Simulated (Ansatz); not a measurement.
The system is MnO2.

```
Mn O
1.0
     2.90416    0.00000    0.00000
     0.00000    3.84481    0.00000
     0.00000    0.00000    6.16426
Mn O
2 4
Cartesian
  1.4521 1.9224 2.1162
  0.0000 0.0000 4.0481
  1.4521 0.0000 5.1630
  0.0000 1.9224 1.0013
  1.4521 0.0000 2.6001
  0.0000 1.9224 3.5642
```

Measurements of this composition are mostly on another form, of space group No. 136.

Base run:

| Quantity | Value |
| --- | --- |
| Program | Ansatz 0.2.0 |
| Functional | PBE |
| Potentials or basis | Ansatz PAW |
| Cutoff | 420 eV (not typed: the program's choice for these potentials) |
| k mesh | 8 × 6 × 4 |
| Occupations | fermi-dirac, width 0.05 eV |
| Spin | collinear spin, ferromagnetic start |
| Starting moments | [4.0, 4.0, 0.0, 0.0, 0.0, 0.0] μB |
| Fixed moment | 8 μB |

Its results: pressure 6.2 GPa; site moments Mn +2.75; O +0.43, +0.18 μB; largest force 0.820 eV/Å.

After a change of settings the same cell gave: pressure -11.7 GPa; site moments Mn +1.69; O -0.01, -0.00 μB; largest force 1.386 eV/Å. Which change was it?
A. fixed moment from 8 μB to 2 μB; moments at the start from [4.0, 4.0, 0.0, 0.0, 0.0, 0.0] to [1.0, 1.0, 0.0, 0.0, 0.0, 0.0]
B. fixed moment from 8 μB to 6 μB; moments at the start from [4.0, 4.0, 0.0, 0.0, 0.0, 0.0] to [3.0, 3.0, 0.0, 0.0, 0.0, 0.0]
C. fixed moment from 8 μB to 4 μB; moments at the start from [4.0, 4.0, 0.0, 0.0, 0.0, 0.0] to [2.0, 2.0, 0.0, 0.0, 0.0, 0.0]
D. fixed moment from 8 μB to 16 μB; moments at the start from [4.0, 4.0, 0.0, 0.0, 0.0, 0.0] to [8.0, 8.0, 0.0, 0.0, 0.0, 0.0]

C.

Caveats: the total moment is fixed, so each spin has its own Fermi level; only a ferromagnetic start was run, and an antiferromagnetic order may lie lower in energy; the thresholds are loose for stress; forces of over 1 eV/Å show positions far from the minimum, so gaps and moduli don't describe the material at rest (some runs).
